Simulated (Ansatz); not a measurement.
# TaN (Fm-3m) in Ansatz: band structure with HSE03

Aim: the band structure of TaN with HSE03.

All numbers are computed with Ansatz 0.2.0; they aren't measurements. Logs are shortened: lines on timing, memory, paths and dates and some standing lists are left out, and cuts for length are marked.

## 1. The structure

Symmetry: Fm-3m, No. 225, cubic system. Conventional cell: a = 4.423 Å, b = 4.423 Å, c = 4.423 Å, α = 90.00°, β = 90.00°, γ = 90.00°. Ta (site symmetry m-3m) has 6 N at 2.21 Å as nearest neighbours. N (site symmetry m-3m) is surrounded by 6 Ta at 2.21 Å.

The cell comes from a database or a generator and needn't be the stable form of this composition.

## 2. Band structure, HSE03

File input.yaml:

```yaml
crystal:
  lattice:
    - [0.0, 2.211323, 2.211323]
    - [2.211323, 0.0, 2.211323]
    - [2.211323, 2.211323, 0.0]
  atoms:
    - { symbol: Ta, position: [0.5, 0.5, 0.5] }
    - { symbol: "N", position: [0.0, 0.0, 0.0] }
hamiltonian:
  xc: { exchange: pbe, correlation: pbe, exx: { coeff: 0.25, omega: 0.3 } }
  pseudopotentials: { kind: paw }
kpoints:
  mp_grid: { grid: [5, 5, 5] }
  band_path:
    path:
      - [[0.0, 0.0, 0.0], [0.5, 0.0, 0.5], [0.5, 0.25, 0.75], [0.375, 0.375, 0.75], [0.0, 0.0, 0.0], [0.5, 0.5, 0.5], [0.625, 0.25, 0.625], [0.5, 0.25, 0.75], [0.5, 0.5, 0.5], [0.375, 0.375, 0.75]]
      - [[0.625, 0.25, 0.625], [0.5, 0.0, 0.5]]
    npoints: 4
scf:
  occupations: { method: fermi_dirac, width: 0.05 }
  n_extra_bands: 6
output:
  forces: true
  stress: true
  eigenvalues: true
  fatbands: false
  write_density: true
  write_potential: true
  elf: true
  volumetric_format: npy
```

Potentials or basis: Ansatz PAW.

Started as:

```sh
$ ansatz run input.yaml --threads 2 --pin off --max-ram 5632MiB --backend cpu --events-out ev --progress --plain --runs-dir out
```

Standard output:

```text
Warning: output.stress: scf.convergence.dr2_threshold = 1e-7 eV (the SCF's general default) is looser than the 2e-10 eV advised for a printed stress (1e-10 eV for each atom of the cell: 2). What an SCF threshold leaves in a stress goes as its square root, and in the free energy as the threshold itself, and one threshold admits the most on a small cell: of the crystals measured, under no hybrid functional and no lock of the moments, on runs that ended without the residual-converged pass, on stresses that held no estimate of that error, the worst erred by over 100 MPa in a component at 1e-7 eV an atom and by under 5 at 1e-10. Set scf.convergence.dr2_threshold to 2e-10 eV or tighter. The threshold is an SCF's pass mark: one that does not reach it within its budget of iterations ends unconverged, or closes short of it on a stop that the run arms, and scf.convergence.dr2_threshold's page says what that costs each kind of run
Warning: output.stress: scf.exx.energy_threshold = 1e-6 eV is looser than the 2e-8 eV advised for a stress under a hybrid functional (1e-8 eV for each atom of the cell: 2). Every SCF of the exchange loop can meet its threshold on dr2 while the loop round them stops early: no threshold on dr2 bounds what that leaves in the stress. Set scf.exx.energy_threshold to 2e-8 eV or tighter. The threshold is the loop's pass mark: a loop that does not reach it within its budget of cycles ends unconverged, and scf.exx.energy_threshold's page has the law
Warning: RAYON_NUM_THREADS=2 ignored (pool sized by the plan → 2); use --threads N
scf.n_extra_bands = 6 over 9 filled bands (N_el = 18.0): the run solves 15 bands
Engine: ansatz 0.2.0, aarch64-unknown-linux-gnu
Pseudopotentials: kind: paw
Pseudopotential: Ta, paw, valence charge 13, recommended cutoff 420 eV (normal), Ta.paw.azcp
Pseudopotential: N, paw, valence charge 5, recommended cutoff 420 eV (normal), N.paw.azcp
Functional definition: unnamed
  parameter a_1 = 0.25
  parameter omega_1 = 0.3/angstrom
  exchange = pbe_x + (-a_1)*pbe_x_sr(omega_1) + a_1*exact_x_sr(omega_1)
  correlation = pbe_c
Crystal: 2 atoms, lattice volume = 21.627 Å³
Basis set: ecut = 420 eV, 411 PW (Γ), exchange–correlation on 48×48×48 points (8 copies of the dense FFT grid, shifted against one another)
Bands: 15, of which v1, the nominal top of the filled ones, is band 9 counted from 1 (8 counted from 0)
Symmetry: 48 space group operations
Space group: Fm-3m (ITA 225), of the structure as read, at distance tolerance 2.8e-5 Å
k-points: 10 of 125
Non-local potential: Ta, projectors of the file, l = 0: 3, l = 1: 2, l = 2: 2, l = 3: 1
Non-local potential: N, projectors of the file, l = 0: 2, l = 1: 2, l = 2: 1
PAW form: soft (Blöchl's): semilocal exchange-correlation on the pseudo side does not see the compensation charge
PAW frozen core: Ta, regenerated for the run's functional, and the local potential with it (the file was generated under x = pbe(κ = 0.804, μ = 0.2195149727645171), c = pbe(β = 0.06672455060314922))
PAW frozen core: N, regenerated for the run's functional, and the local potential with it (the file was generated under x = pbe(κ = 0.804, μ = 0.2195149727645171), c = pbe(β = 0.06672455060314922))
PAW one-centre angular grid: Ta, 590 points (default); XC on 64 Gauss nodes
PAW one-centre angular grid: N, 110 points (default); XC on 64 Gauss nodes
Initial density: superposition of atomic densities (neutral atoms: chi_scale 0, normalization atom), corrected by the library's trained network
Initial wavefunctions: pseudopotential atomic-orbital guess
Functional: x = pbe(κ = 0.804, μ = 0.2195149727645171), c = pbe(β = 0.06672455060314922), warm-up for x = pbe(κ = 0.804, μ = 0.2195149727645171) + 0.25 (exact − pbe) at short range (hse, ω = 0.3 Å⁻¹), c = pbe(β = 0.06672455060314922)
SCF iter   1: F=—  HF=-10317.934677 eV  |F-HF|=—  |Δ(HF+E_count)|=         —  Δρ=5.56e-3  dr2=7.36e-3  ethr=1.77e-3  ⟨swp⟩=6.0  Hψ=596  notcnv=0
preconditioner: auto → none  [insulator: Δε(μ)=0.238 eV  Ē_g=13.014 eV  σ=0.050 eV  W_gap=0.72  n_scr=8 (ndim 8)  ℏωp=25.3 eV  f_vac=0.000  D(μ)=0.32/eV (n_scr^D=0)]
SCF iter   2: F=—  HF=-10317.932790 eV  |F-HF|=—  |Δ(HF+E_count)|=   1.89e-3  Δρ=2.02e-3  dr2=9.62e-4  ethr=4.09e-5  ⟨swp⟩=2.9  Hψ=281  notcnv=0
iter 3 solved again at ethr=4.94e-8 eV; its pass at ethr=5.34e-6 eV (dr2=8.89e-6 eV) is discarded
SCF iter   3: F=—  HF=-10317.932660 eV  |F-HF|=—  |Δ(HF+E_count)|=   1.30e-4  Δρ=3.29e-4  dr2=9.38e-6  ethr=4.94e-8  ⟨swp⟩=3.0  Hψ=620  notcnv=0
SCF iter   4: F=—  HF=-10317.932664 eV  |F-HF|=—  |Δ(HF+E_count)|=   4.17e-6  Δρ=8.43e-5  dr2=9.88e-7  ethr=4.94e-8  ⟨swp⟩=3.0  Hψ=303  notcnv=0
SCF iter   5: F=—  HF=-10317.932663 eV  |F-HF|=—  |Δ(HF+E_count)|=   4.48e-7  Δρ=1.23e-5  dr2=1.27e-8  ethr=5.49e-9  ⟨swp⟩=3.0  Hψ=288  notcnv=0
SCF iter   6: F=-10317.932663 eV  HF=-10317.932663 eV  |F-HF|=2.55e-11  |Δ(HF+E_count)|=   2.62e-9  Δρ=8.09e-7  dr2=7.86e-11  ethr=7.07e-11  ⟨swp⟩=3.1  Hψ=320  notcnv=0
SCF 1 converged in 6 iterations: F = -10317.932663 eV  dr2 = 7.86e-11
Initial density: handed on by an earlier stage of this run
Initial wavefunctions: those handed on with the density
Functional: x = pbe(κ = 0.804, μ = 0.2195149727645171) + 0.25 (exact − pbe) at short range (hse, ω = 0.3 Å⁻¹), c = pbe(β = 0.06672455060314922)
Exchange kernel: α = 0.2500, screened, ω = 0.3000 Å⁻¹, Wigner–Seitz truncation, v(0) = 502.3066 eV·Å³, q-mesh 5×5×5, nearest image of the exchange supercell L = 15.64 Å, pair-density grid 15×15×15, without the augmentation charges, whose exchange is taken in its separable form by FFT convolution over the k-point mesh (sized by the pseudopotential files, 18×18×18 at the most), smooth part of the exact exchange by density-matrix convolution
Frozen-core exchange: fock
iter 1 solved again at ethr=9.28e-5 eV; its pass at ethr=1.00e-1 eV (dr2=1.67e-2 eV) is discarded
SCF iter   1: F=—  HF=-10318.405192 eV  |F-HF|=—  |Δ(HF+E_count)|=         —  Δρ=9.21e-3  dr2=1.86e-2  ethr=9.28e-5  ⟨swp⟩=3.5  Hψ=686  notcnv=0
preconditioner: auto → none  [insulator: Δε(μ)=0.472 eV  Ē_g=14.573 eV  σ=0.050 eV  W_gap=0.65  n_scr=8 (ndim 8)  ℏωp=25.3 eV  f_vac=0.000  D(μ)=0.54/eV (n_scr^D=0)]
SCF iter   2: F=—  HF=-10318.397619 eV  |F-HF|=—  |Δ(HF+E_count)|=   7.57e-3  Δρ=4.87e-3  dr2=2.79e-3  ethr=9.28e-5  ⟨swp⟩=3.0  Hψ=323  notcnv=0
SCF iter   3: F=—  HF=-10318.400446 eV  |F-HF|=—  |Δ(HF+E_count)|=   2.83e-3  Δρ=2.10e-3  dr2=9.27e-4  ethr=1.39e-5  ⟨swp⟩=2.6  Hψ=263  notcnv=0
SCF iter   4: F=—  HF=-10318.400130 eV  |F-HF|=—  |Δ(HF+E_count)|=   3.16e-4  Δρ=5.30e-4  dr2=5.11e-5  ethr=5.03e-6  ⟨swp⟩=2.9  Hψ=270  notcnv=0
SCF iter   5: F=—  HF=-10318.400275 eV  |F-HF|=—  |Δ(HF+E_count)|=   1.44e-4  Δρ=5.86e-4  dr2=7.89e-5  ethr=1.07e-7  ⟨swp⟩=3.0  Hψ=359  notcnv=0
SCF iter   6: F=—  HF=-10318.400260 eV  |F-HF|=—  |Δ(HF+E_count)|=   1.48e-5  Δρ=3.00e-4  dr2=2.72e-5  ethr=1.07e-7  ⟨swp⟩=3.4  Hψ=313  notcnv=0
SCF iter   7: F=-10318.400251 eV  HF=-10318.400254 eV  |F-HF|=2.43e-6  |Δ(HF+E_count)|=   5.88e-6  Δρ=1.04e-4  dr2=3.29e-6  ethr=1.07e-7  ⟨swp⟩=2.2  Hψ=251  notcnv=0
SCF 2 stopped early in 7 iterations: F = -10318.400251 eV  dr2 = 3.29e-6
hybrid outer 1: dexx = +3.826e-3 eV, tail = 1.45e-5 eV
Exchange kernel: α = 0.2500, screened, ω = 0.3000 Å⁻¹, Wigner–Seitz truncation, v(0) = 502.3066 eV·Å³, q-mesh 5×5×5, nearest image of the exchange supercell L = 15.64 Å, pair-density grid 15×15×15, without the augmentation charges, whose exchange is taken in its separable form by FFT convolution over the k-point mesh (sized by the pseudopotential files, 18×18×18 at the most), smooth part of the exact exchange by density-matrix convolution
Frozen-core exchange: fock
SCF iter   1: F=—  HF=-10318.400267 eV  |F-HF|=—  |Δ(HF+E_count)|=         —  Δρ=8.28e-5  dr2=5.74e-7  ethr=4.02e-7  ⟨swp⟩=3.4  Hψ=359  notcnv=0
preconditioner: auto → none  [insulator: Δε(μ)=0.463 eV  Ē_g=14.521 eV  σ=0.050 eV  W_gap=0.71  n_scr=8 (ndim 8)  ℏωp=25.3 eV  f_vac=0.000  D(μ)=0.56/eV (n_scr^D=0)]
SCF iter   2: F=—  HF=-10318.400267 eV  |F-HF|=—  |Δ(HF+E_count)|=   1.82e-7  Δρ=3.69e-5  dr2=1.54e-7  ethr=2.81e-9  ⟨swp⟩=3.0  Hψ=330  notcnv=0
SCF iter   3: F=—  HF=-10318.400267 eV  |F-HF|=—  |Δ(HF+E_count)|=   3.14e-7  Δρ=1.95e-5  dr2=9.48e-8  ethr=4.35e-10  ⟨swp⟩=3.1  Hψ=299  notcnv=0
SCF iter   4: F=-10318.400267 eV  HF=-10318.400267 eV  |F-HF|=5.46e-12  |Δ(HF+E_count)|=   2.39e-8  Δρ=9.03e-7  dr2=8.70e-10  ethr=4.35e-10  ⟨swp⟩=2.8  Hψ=265  notcnv=0
SCF 3 converged in 4 iterations: F = -10318.400267 eV  dr2 = 8.70e-10
  Residual-converged pass: ⟨swp⟩=3.1  Hψ=303  notcnv=0  max |occ|·‖R‖ = 2.2e-6 eV (tolerance 2.4e-6 eV)  dr2=8.66e-10  dr2_onsite=5.10e-12  max |Δocc| = 5.4e-11
hybrid outer 2: dexx = +4.120e-7 eV, tail = 6.14e-9 eV, Δε = 1.82e-3 eV (about 3.88e-5 eV left of the loop's levels)
NSCF: frozen V_eff on 42 k-points
hybrid SCF converged: 2 outer / 11 inner (+6 warm-up), last move |dexx| = 4.12e-7 eV, tail = 6.14e-9 eV
Stability not checked: this state was not tested for a lower state beside it, because the functional holds exact exchange (a hybrid, or Hartree-Fock), whose exchange loop this test does not read (fock_operator; see scf.lower_state_search)
Free energy (F): -10318.400267 eV
Frozen-core exchange: fock
Harris-Foulkes:  -10318.400267 eV  (|F-HF|=5.46e-12)
Internal energy: -10318.394960 eV  (E = F + TS)
E sigma→0 (E₀):  -10318.397614 eV
Entropy (-TS):   -0.005307 eV (-2.654 meV/atom)
Fermi energy:    21.726376 eV
--- Per-component energies (eV) ---
  E_band       = -80.814625
  E_kinetic    = 498.374766
  E_local      = -589.177437  (includes V_loc(G=0)·N_el)
  E_nonlocal   = 60.908239
  E_hartree    = 196.984846
  E_xc         = -226.839981
  E_vxc        = -227.050574  (∫ρ·V_xc dr)
  E_exx        = -46.582856  (= α·E_x^exact, valence–valence)
  E_paw        = -8530.066693  (= ΣΔE_a)
  E_vpaw       = -124.673620  (= ΣTr[D̂ρ^β])
  E_aug_tail   = 0.000158  (compensation charges beyond the density's cutoff)
  E_ewald      = -1678.620117
  E_core_change = -3.375886  (= ΣΔE_core)
  E_smearing   = -0.005307  (= −TS)
  E_closure    = 0.000000  (closes the sum)
  Σ components = -10318.400267   (vs F -10318.400267, Δ=0.00e0)
--- Forces (eV/Å), atoms counted from 1 ---
  atom   1  Ta     0.00000000    -0.00000000     0.00000000
  atom   2  N     -0.00000000     0.00000000     0.00000000
  max |Σ_I F_I| component: 3.28e-29 eV/Å
--- Stress (GPa, compression-positive) ---
       -9.890094       0.000000       0.000000
        0.000000      -9.890094       0.000000
       -0.000000      -0.000000      -9.890094
  P = ⅓ Tr σ = -9.8901 GPa (-98.901 kbar)
--- Band table (eV; the first three rows and the last of 10) ---
  k-point 0: bands = ["-51.8413", "-16.6691", "-16.6691", "-16.6691", "0.5365", "16.9404", "16.9404", "16.9404", "19.0997", "19.0997", "19.0997", "21.7711", "21.7711", "23.2114", "30.9219"]
  k-point 1: bands = ["-51.8195", "-17.0157", "-16.6987", "-16.6987", "1.4674", "13.8188", "14.9444", "14.9444", "20.1778", "20.4056", "20.4056", "24.6678", "24.6678", "25.4849", "33.4491"]
  k-point 2: bands = ["-51.7841", "-17.5368", "-16.7459", "-16.7459", "3.2711", "10.5123", "13.2075", "13.2075", "22.4605", "22.9504", "22.9504", "26.4450", "28.7741", "28.7741", "33.7767"]
  k-point 9: bands = ["-51.7617", "-17.3436", "-17.1233", "-16.9220", "2.6132", "12.4205", "13.8060", "13.8800", "20.0686", "22.7420", "24.9170", "25.4459", "27.7433", "31.2369", "32.4907"]
```

Run time: 63 s. Hardware: 2 threads of Arm Neoverse V1, shared host; peak memory 0.6 GiB.

What came out:

| Property | Result |
| --- | --- |
| Free energy | -10318.4003 eV |
| Pressure | -9.9 GPa |
| Band gap on the k mesh | none (metal or under the smearing width) |

Levels at the corners of the path, in eV from the Fermi level:
```tsv
point	band 6	band 7	band 8	band 9	band 10	band 11	band 12	band 13
Γ	-4.79	-4.79	-4.79	-2.63	-2.63	-2.63	0.04	0.04
X	-7.93	-6.24	-5.72	-5.72	2.22	3.60	3.60	4.71
W	-8.64	-8.00	-8.00	-0.50	-0.50	3.62	4.24	4.70
K	-8.92	-8.06	-7.29	-2.73	2.44	2.53	4.76	5.24
Γ	-4.79	-4.79	-4.79	-2.63	-2.63	-2.63	0.04	0.04
L	-11.78	-8.75	-8.75	1.82	1.82	1.95	3.63	7.96
U	-8.92	-8.06	-7.29	-2.73	2.44	2.53	4.76	5.24
W	-8.64	-8.00	-8.00	-0.50	-0.50	3.62	4.24	4.70
L	-11.78	-8.75	-8.75	1.82	1.82	1.95	3.63	7.96
K	-8.92	-8.06	-7.29	-2.73	2.44	2.53	4.76	5.24
U	-8.92	-8.06	-7.29	-2.73	2.44	2.53	4.76	5.24
X	-7.93	-6.24	-5.72	-5.72	2.22	3.60	3.60	4.71
```

Caveat: the k mesh is coarse (spacing up to 0.49 Å⁻¹), so the values aren't converged, least of all with exact exchange; the pressure holds a Pulay correction of +0.4 GPa for the finite cutoff; spin-orbit coupling is left out, which moves the levels of the heavy elements; the PAW data sets come from PBE, with cores solved anew for the run's functional, which leaves a small shift of forces and pressure; the thresholds are loose for stress.
